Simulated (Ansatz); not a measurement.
## V_Si in SiC (F-43m) against the share of exact exchange

Aim: the (0/−1) level of V_Si in SiC (F-43m) as a function of the share of exact exchange, with the cost of each choice. The model is a cell of 128 host atoms with 1 Si taken out; the atoms are relaxed once and then held.

Main program and level: Ansatz 0.2.0; plane-wave PAW DFT; relaxations with PBEsol, then single points with HSE06 form with several shares of exact exchange, on supercells at fixed charge in a uniform background.

Most raw output is cut from this account.

In doubt: a hybrid run on one k-point (step 3), which bears on gaps, levels and energies.

## 1. Set-up

The cell holds 127 atoms: 63 Si and 64 C. Cell: a = 12.323 Å, b = 12.323 Å, c = 12.323 Å, α = 60.0°, β = 60.0°, γ = 60.0°. It derives from SiC (space group F-43m). Nearest the centre at fractional (0.500, 0.500, 0.500): C78 at 1.89 Å, C54 at 1.89 Å, C84 at 1.89 Å, C85 at 1.89 Å, Si83 at 3.08 Å, Si77 at 3.08 Å, Si53 at 3.08 Å, Si108 at 3.08 Å. The cell carries charge −1.

The host's dielectric constants go in as inputs: 7.06 for the electrons alone, 10.44 with the ions, computed on the host (DFPT, PBEsol).

The cell's shortest repeat is 12.3 Å.

## 2. Relaxing both charge states, PBEsol

The study needs fixed structures, so each charge is relaxed once, at one point at (¼, ¼, ¼), from small random displacements that break the symmetry of the site.

qm1_M3.relax/input.yaml reads:

```yaml
crystal:
  lattice:
    - [0.0, 2.1784555, 2.1784555]
    - [2.1784555, 0.0, 2.1784555]
    - [2.1784555, 2.1784555, 0.0]
  atoms:
    - { symbol: Si, position: [0.0, 0.0, 0.0] }
    - { symbol: C, position: [0.25, 0.25, 0.25] }
  supercell: [4, 4, 4]
  defects: [{ vacancy: 84 }]
total_charge: -1
basis:
  ecutwfc: 420
  xc_grid: 2
hamiltonian:
  xc: pbesol
  pseudopotentials: { kind: paw, azcp: { folder: soft_1 }, xc_functional: pbe }
kpoints:
  mp_grid: { grid: [1, 1, 1], shift: [0.25, 0.25, 0.25] }
magnetization:
  spin_polarized: true
  initial_magnetization: 3
  spin_locking: { lock_magnetization: hard }
scf:
  occupations: { method: fixed }
  max_iter: 60
output:
  forces: true
  charged_corrections:
    epsilon: 7.06
    static_epsilon: 10.44
    defect_position: [0.5, 0.5, 0.5]
relax:
  f_tol: 0.015
  max_steps: 60
  random_displacement: { amplitude: 0.04, seed: 9045 }
checkpoint:
  write: "../qm1_M3.relax.run"
  compress: false
  write_wavefunctions: true
  write_every: 100000
```

Launch:

```bash
ansatz run input.yaml --threads 32 --pin off --max-ram 84787MiB --backend cuda --events-out ev --progress --plain --runs-dir out --max-vram 78GiB
```

Wall time 5.7 s (1 × NVIDIA GB200 with 32 threads of Arm Neoverse V2, shared host); peak memory 2.1 GiB.

The steps of the relaxation:

| step | energy less that of the first step (eV) | largest force component (eV/Å) |
| --- | --- | --- |
| 1 | 0.0000 | 1.9816 |
| 2 | -2.3313 | 1.0429 |
| 3 | -3.1762 | 0.0529 |
| 4 | -3.1776 | 0.0088 |

The atoms that moved most (Å, from the sites as typed, ahead of the random displacement, the mean shift of all atoms taken out):

| atom | dx | dy | dz | length |
| --- | --- | --- | --- | --- |
| C85 | 0.099 | 0.099 | 0.099 | 0.172 |
| C84 | -0.094 | -0.094 | 0.096 | 0.164 |
| C54 | 0.096 | -0.094 | -0.094 | 0.164 |
| C78 | -0.094 | 0.096 | -0.094 | 0.163 |
| Si55 | -0.011 | 0.005 | 0.011 | 0.016 |
| Si108 | 0.011 | -0.011 | 0.004 | 0.016 |
| Si90 | 0.005 | 0.011 | -0.011 | 0.016 |
| Si79 | 0.004 | -0.011 | 0.011 | 0.016 |

The atoms nearest to the centre after the run:

| atom | distance (Å) |
| --- | --- |
| C78 | 2.047 |
| C84 | 2.051 |
| C54 | 2.052 |
| C85 | 2.060 |
| Si108 | 3.062 |
| Si79 | 3.063 |
| Si77 | 3.064 |
| Si114 | 3.065 |
| Si55 | 3.066 |
| Si83 | 3.066 |
| Si116 | 3.067 |
| Si90 | 3.067 |
| Si53 | 3.067 |
| Si86 | 3.067 |
| Si61 | 3.068 |
| Si92 | 3.070 |

| charge | moment set (μB) | steps | largest displacement (Å) | time |
| --- | --- | --- | --- | --- |
| −1 | 3 | 4 | 0.17 | 5.7 s |
| 0 | 2 | 7 | 0.19 | 11 s |

The relaxation ends 25 meV an atom lower than the displaced start, with a largest force component of 0.0088 eV/Å.

## 3. First setting: 0.1

Exact exchange opens the gap of the host. A level of a localised state need not follow either band edge, so its distance to each edge changes.

qm1_M3.a10/input.yaml reads:

```yaml
crystal:
  checkpoint: "../qm1_M3.relax.run"
  host: checkpoint
total_charge: -1
basis:
  ecutwfc: 420
  xc_grid: 2
hamiltonian:
  xc: { preset: hse06, exx: 0.1 }
  pseudopotentials: { kind: paw, azcp: { folder: soft_1 } }
kpoints:
  mp_grid: { grid: [1, 1, 1], shift: [0.25, 0.25, 0.25] }
magnetization:
  spin_polarized: true
  initial_magnetization: 3
  spin_locking: { lock_magnetization: hard }
scf:
  occupations: { method: fixed }
  max_iter: 60
output:
  forces: true
  charged_corrections:
    epsilon: 7.06
    static_epsilon: 10.44
    defect_position: [0.5, 0.5, 0.5]
  eigenvalues: true
  eigenstates: { localisation: true }
  efg: {}
checkpoint:
  read: "../qm1_M3.relax.run"
  write: "../qm1_M3.a10.run"
  compress: false
  write_wavefunctions: false
  write_every: 100000
```

Wall time 23 s (1 × NVIDIA GB200 with 32 threads); peak memory 3.7 GiB; 3.4 min of CPU time.

Both charges and the host at this setting go to place-levels, which corrects for the image charge and aligns the potentials.

levels.a10.yaml reads:

```yaml
host:
  run: host.a10.run
states: [qm1_M3.a10.run, q0_M2.a10.run]
geometry_from:
  qm1_M3.a10.run: qm1_M3.relax.run
  q0_M2.a10.run: q0_M2.relax.run
  host.a10.run: host.relax.run
```

Launch:

```bash
ansatz place-levels levels.a10.yaml -- --threads 32 --pin off --max-ram 84787MiB --backend cuda --max-vram 78GiB
```

Run time: 0.21 s. Hardware: 32 threads.

At this setting the gap is 1.674 eV and (0/−1) lies 0.936 eV above the valence top.

## 4. The other settings

In the defect's inputs only the studied keys change. The next input; the others follow the same pattern (0.25, 0.3 and 0.4):

qm1_M3.a20/input.yaml, as its differences from qm1_M3.a10/input.yaml of step 3:

```diff
@@ -8,3 +8,3 @@
 hamiltonian:
-  xc: { preset: hse06, exx: 0.1 }
+  xc: { preset: hse06, exx: 0.2 }
   pseudopotentials: { kind: paw, azcp: { folder: soft_1 } }
@@ -30,3 +30,3 @@
   read: "../qm1_M3.relax.run"
-  write: "../qm1_M3.a10.run"
+  write: "../qm1_M3.a20.run"
   compress: false
```

## 5. Result against cost

Times of the states on 1 × NVIDIA GB200 with 32 threads of Arm Neoverse V2, shared host; the host is run again at each setting:

| share of exact exchange | gap (eV) | (0/−1) above the valence top (eV) | under the conduction bottom (eV) | time, both charge states | time, host and placing | peak memory of a state (GiB) |
| --- | --- | --- | --- | --- | --- | --- |
| 0.1 | 1.674 | 0.936 | 0.738 | 50 s | 5.7 min | 3.7 |
| 0.2 | 2.026 | 1.146 | 0.880 | 47 s | 4.8 min | 3.8 |
| 0.25 | 2.205 | 1.268 | 0.938 | 49 s | 4.6 min | 3.9 |
| 0.3 | 2.387 | 1.399 | 0.988 | 47 s | 3.6 min | 3.9 |
| 0.4 | 2.758 | 1.685 | 1.073 | 49 s | 3.9 min | 3.9 |

## 6. What came out

```json
{
  "(0/minus 1) level, 0.1": "0.94 eV",
  "(0/minus 1) level, 0.2": "1.15 eV",
  "(0/minus 1) level, 0.25": "1.27 eV",
  "(0/minus 1) level, 0.3": "1.40 eV",
  "(0/minus 1) level, 0.4": "1.69 eV",
  "slope of the gap among the hybrids": "0.36 eV per 0.1 of exact exchange"
}
```

In words: From a share of 0.1 to 0.4 the gap opens from 1.67 to 2.76 eV and (0/−1) moves from 0.94 to 1.69 eV above the valence top. Among the hybrids, by fitted slopes, the level takes 69 % of the gap's opening, between the two edges. The atoms were held at the semilocal structure, so a distortion that exact exchange would bring is missing. The program warns that hybrid band edges depend on the exchange mesh, which was not varied here; the gaps and slopes may carry that error. Only the charges −1 and 0 were run, each from one start, so (0/−1) need not be a change between stable states. An open-shell state is strongly spin-contaminated (up to 0.74 ħ²), so a change of setting can also change the electronic state. At 0.1 the program warns that a filled state reaches beyond the cell, so that a hybrid's gap, moments and forces can be wrong at one k-point: the state may not be bound, and these numbers are no reliable defect level. Left out, since run at other k-points: 0 (PBEsol). The total moments were set in the input, and no other spin state was tried. What this leaves open: one k-point off the zone centre stands for the whole zone; the structures are those of PBEsol; force components of up to 0.35 eV/Å remain in a run at the final settings.

[Logs are printed without paths, hosts, clocks, repeated set-up lines and the standing remarks that a program may print on its own settings, such as how far it seeks lower states.]

[Hosts, paths, dates, database ids (printed as entryN), source tags and the programs' standing remarks are cut or masked in the printed files.]

[Where a table of states has a column of steps, it counts the stored structures, which are thinned; the runs took as many ionic steps or more.]

[For some hosts the program warned that the k-mesh of the response run may be too coarse for force constants and the static dielectric constant; such warnings are not shown here.]
